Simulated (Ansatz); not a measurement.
# BP: the cost of one run

Computed with Ansatz 0.2.0 (DFT PBEsol, all-electron LAPW, scalar-relativistic unless said, unless a step's input says otherwise).

1 further run of the same task is left out (it didn't finish).

## 1. The structure to begin with

The structure is cubic, space group F-43m (No. 216). Conventional cell: a = 4.520 Å, b = 4.520 Å, c = 4.520 Å, α = 90.00°, β = 90.00°, γ = 90.00°. B (site symmetry -43m) is surrounded by 4 P at 1.96 Å. P (site symmetry -43m) has 4 B at 1.96 Å as nearest neighbours.

As a file:

```
B P
1.0
     0.00000    2.26007    2.26007
     2.26007    0.00000    2.26007
     2.26007    2.26007    0.00000
B P
1 1
Direct
  0.00000 0.00000 0.00000
  0.75000 0.75000 0.75000
```

Cartesian axes are those of the input's lattice vectors. The structure goes back to a database entry.

## 2. Reference run, fine mesh, LAPW

File input.yaml:

```yaml
crystal:
  lattice:
    - [0.0, 2.26007029005, 2.26007029005]
    - [2.26007029005, 0.0, 2.26007029005]
    - [2.26007029005, 2.26007029005, 0.0]
  atoms:
    - { symbol: B, position: [0.0, 0.0, 0.0] }
    - { symbol: P, position: [0.75, 0.75, 0.75] }
kpoints:
  mp_grid: { grid: [8, 8, 8] }
scf:
  occupations: { method: fixed }
hamiltonian:
  xc: pbesol
  pseudopotentials: { kind: all_electron, lapw: { basis_error: 0.001 } }
output:
  forces: true
  stress: true
  eigenvalues: true
  eigenstates:
    nscf_kmesh: { grid: [16, 16, 16] }
    de_dk: true
    e_range: [-9, 11.12280056222]
  optics:
    e_range: [0, 30]
    de: 0.2
    sigma: 0.15
    bands: { spectra_wanted_up_to: 30 }
    nscf_kmesh: { grid: [16, 16, 16] }
checkpoint:
  write: ck
  write_wavefunctions: false
```

Started as:

```console
ansatz run input.yaml --threads 1 --pin off --max-ram 3072MiB --backend cpu --events-out ev --progress --plain --runs-dir out
```

**Question.** How long does this run take on 1 thread of Intel Xeon Platinum 8488C (Sapphire Rapids), shared host, and how much memory does it need?

About 21 s, with a peak of 0.31 GiB.
